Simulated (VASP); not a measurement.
# MnO: single point with PBE0(alpha)

Crystal: MnO.

```
CELL_PARAMETERS angstrom
0.00000 2.22200 2.22200
2.22200 0.00000 2.22200
2.22200 2.22200 0.00000
ATOMIC_POSITIONS crystal
Mn 0.00000 0.00000 0.00000
O 0.50000 0.50000 0.50000
```

```yaml
Program: VASP 6.6.1
Task: single point
Functional: PBE0(alpha)
Potentials_or_basis: VASP PAW PBE potentials, release 64 (Mn_pv, O)
Cutoff: 520 eV
k_mesh: 5 × 5 × 5
Occupations: fermi-dirac, width 0.05 eV
Spin: collinear spin, ferromagnetic start
Starting_moments: "[4.0, 0.0] μB"
```

```
Pressure                                              : -0.1 GPa
Band gap on the k mesh                                : 3.90 eV, indirect (least direct gap 6.20 eV)
Net moment                                            : 5.00 μB per cell
Site moments                                          : Mn +4.62; O +0.18 μB
Valence electrons inside the program's atomic spheres : Mn 11.31; O 5.07
```

Levels at points of the mesh, in eV from the valence-band top:
Spin up:
```tsv
k point	band 10	band 11	band 12	band 13	band 14	band 15
(0.00, 0.00, 0.00)	-3.05	-3.05	-3.05	3.90	18.67	21.29
```
Spin down:
| k point | band 5 | band 6 | band 7 | band 8 | band 9 | band 10 |
| --- | --- | --- | --- | --- | --- | --- |
| (0.00, 0.00, 0.00) | -2.30 | -2.30 | -2.30 | 5.34 | 7.51 | 7.51 |

Run time: 5.8 min on 1 thread of Intel(R) Xeon(R) Platinum 8488C (Sapphire Rapids) (shared host), peak memory 0.15 GiB.

Caveat: the k mesh is coarse (spacing up to 0.49 Å⁻¹), so the values aren't converged, least of all with exact exchange; the PAW data sets were made with another functional, which shifts forces and pressure a little; an odd mesh through Γ misses points on the zone boundary, where band edges often lie; a cell with one magnetic atom can't hold antiferromagnetic order, which such compounds often take.
